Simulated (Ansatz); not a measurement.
Computed with DFT PBE, scalar-relativistic, plane waves, PAW (Ansatz). Settings: cutoff 420 eV, Γ-centred meshes spaced at most about 0.3 Å⁻¹ (2π included), Gaussian smearing. No spin polarisation in the final relaxations.

All energies are static (0 K, no zero-point motion).

Compare these two cells of KF, each relaxed at this level.

1.

```xyz
2
Lattice="0.0000 2.7103 2.7103 2.7103 0.0000 2.7103 2.7103 2.7103 0.0000" Properties=species:S:1:pos:R:3 pbc="T T T"
K     2.7103    2.7103    2.7103
F     0.0000    0.0000    0.0000
```

2.

```xyz
2
Lattice="3.6932 0.0000 0.0000 -1.8466 3.1984 0.0000 0.0000 0.0000 3.3621" Properties=species:S:1:pos:R:3 pbc="T T T"
K     0.0000    0.0000    1.6810
F     1.8466    1.0661    0.0000
```

Problem. Which would you expect to be lower, and how large is the difference?

Solution. Cell 1 is lower, by 62 meV/atom. Cell 1 has the rock salt type, space group Fm-3m (No. 225), 19.9 Å³/atom and a gap of 5.96 eV on its mesh; cell 2 has the tungsten carbide type, space group P-6m2 (No. 187), 19.9 Å³/atom and a gap of 5.64 eV. In cell 1, K has 6 F at 2.71 Å; F is surrounded by 6 K at 2.71 Å. In cell 2, around K lie 6 F at 2.72 Å; F has 6 K at 2.72 Å. Both come from invented guesses. The part of the Crystallography Open Database at hand lists KF in space group No. 225; sharing a group (Fm-3m) doesn't make a cell the listed structure.

Kohn–Sham gaps at this level usually fall short of measured ones. With atoms moved at random, Fm-3m came back. Other cells relaxed within their symmetry can be saddle points.
